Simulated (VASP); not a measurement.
Wanted: the native input for a VASP 6.6.1 run.

| Item | Value |
| --- | --- |
| Task | single point |
| Functional | PBE |
| Potentials or basis | VASP PAW PBE potentials, release 64 (Fe, O) |
| Cutoff | 520 eV |
| k mesh | 8 × 8 × 8 |
| Occupations | gaussian, width 0.05 eV |
| Spin | collinear spin, random start |
| Starting moments | [1.44, 0.0] μB |
| Hubbard terms | Fe d U = 5 eV |
| Further INCAR settings | ALGO = Fast; EDIFF = 1e-06 |

The structure of FeO lies in POSCAR:

```
FeO
1.0
    0.0000000000      2.1554001600      2.1554001600
    2.1554001600      0.0000000000      2.1554001600
    2.1554001600      2.1554001600      0.0000000000
Fe O
1 1
Direct
    0.0000000000      0.0000000000      0.0000000000
    0.5000000000      0.5000000000      0.5000000000
```

The input as run:

INCAR

```
ALGO = Fast
EDIFF = 1E-6
ENCUT = 520
GGA = PE
ISIF = 2
ISMEAR = 0
ISPIN = 2
LASPH = T
LCHARG = F
LDAU = T
LDAUJ = 0 0
LDAUL = 2 -1
LDAUPRINT = 1
LDAUTYPE = 2
LDAUU = 5 0
LMAXMIX = 4
LORBIT = 11
LREAL = F
LWAVE = F
MAGMOM = 1.44 0
NELM = 120
PREC = Accurate
SIGMA = 0.05
```

KPOINTS

```
k-points
0
Gamma
  8 8 8
```

Potentials or basis: VASP PAW PBE potentials, release 64 (Fe, O).

Run with:

```bash
$ cat potpaw_PBE.64/Fe/POTCAR potpaw_PBE.64/O/POTCAR > POTCAR
$ mpirun -np 1 vasp_std > vasp.out
```

Results of the run:

```json
{
 "Pressure": "-0.7 GPa",
 "Band gap on the k mesh": "none (metal or under the smearing width)",
 "Net moment": "4.00 μB per cell",
 "Site moments": "Fe +3.86; O +0.18 μB",
 "Valence electrons inside the program's atomic spheres": "Fe 6.74; O 5.02"
}
```

Caveat: a cell with one magnetic atom can't hold antiferromagnetic order, which such compounds often take.

Wall time 13 s on 1 thread of AMD EPYC 9R45 96-Core Processor (Zen 5), on a shared host, peak memory 0.12 GiB.
